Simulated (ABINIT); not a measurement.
Write the native input for ABINIT 10.8.3 (patched build) that does the following.

```yaml
Task: band structure
Functional: TB-mBJ
Potentials_or_basis: JTH PAW LDA v2.0
Cutoff: 517 eV
k_mesh: 5 × 5 × 5
Occupations: fermi-dirac, width 0.05 eV
Spin: no spin polarisation
Fine-grid_cutoff: 1034.03 eV
```

Sb:

```
Sb
1.0
    -4.03001    4.03001    2.02549
     4.03001   -4.03001    2.02549
     4.03001    4.03001   -2.02549
Sb
4
Direct
  0.65126 0.15126 0.80253
  0.15126 0.34874 0.50000
  0.34874 0.84874 0.19747
  0.84874 0.65126 0.50000
```

This isn't the form of Sb at room conditions, which is rhombohedral.

The input as run:

run.abi

```
ndtset 2

pp_dirpath "./"
pseudos "Sb.LDA_PW-JTH.xml"

acell 11.4300421639 11.4300421639 11.4300421639
rprim
    -0.6662806915     0.6662806915     0.3348732301
     0.6662806915    -0.6662806915     0.3348732301
     0.6662806915     0.6662806915    -0.3348732301
ntypat 1
znucl 51
natom 4
typat 1 1 1 1
xcart
     1.2191834838     5.2491941281     0.0000000000
     2.8108271605     1.2191834838     0.0000000000
     2.8108271605    -1.2191834838     2.0254867038
     1.2191834838     2.8108271605     2.0254867038 Angstrom

ecut 517.016339 eV
pawecutdg 38.0

ixc -208012
usekden 1
pawxcdev 0

occopt 3
tsmear 0.05 eV

nstep 100
diemix 0.3
optforces 0
optstress 0

iomode 3
prtwf 0
prteig 0
prtebands 0
prtden1 1
prtkden1 1

kptopt1 1
ngkpt1 5 5 5
nshiftk1 1
shiftk1 0.0 0.0 0.0
nband1 36
tolvrs1 1.0e-7

iscf2 -2
getden2 1
getkden2 1
nband2 42
nbdbuf2 4
tolwfr2 1.0e-11
kptopt2 -8
ndivsm2 5
prteig2 1
prtvol2 -3
kptbounds2
     0.0000000000     0.0000000000     0.0000000000
     0.0000000000     0.0000000000     0.5000000000
    -0.5000000000     0.5000000000     0.5000000000
     0.0000000000     0.0000000000     0.0000000000
     0.3131518991     0.3131518991    -0.3131518991
     0.2500000000     0.2500000000     0.2500000000
     0.0000000000     0.5000000000     0.0000000000
    -0.3131518991     0.6868481009     0.3131518991
    -0.5000000000     0.5000000000     0.5000000000
```

Potentials or basis: JTH PAW LDA v2.0.

Command:

```console
$ mpirun --bind-to none -np 4 abinit run.abi > log 2>&1
```

Results of the run:

```
Band gap on the k mesh                                : none (metal or under the smearing width)
Valence electrons inside the program's atomic spheres : Sb 12.39 (radii [1.2705] Å)
```

Caveat: the constant c of TB-mBJ comes from the pseudo density here, which moves gaps by up to 0.3 eV between sets of potentials; spin-orbit coupling is left out, which moves the levels of the heavy elements.

Wall time 6.9 min on 4 MPI ranks on Arm Neoverse V2 (shared host), peak memory 0.88 GiB a rank.
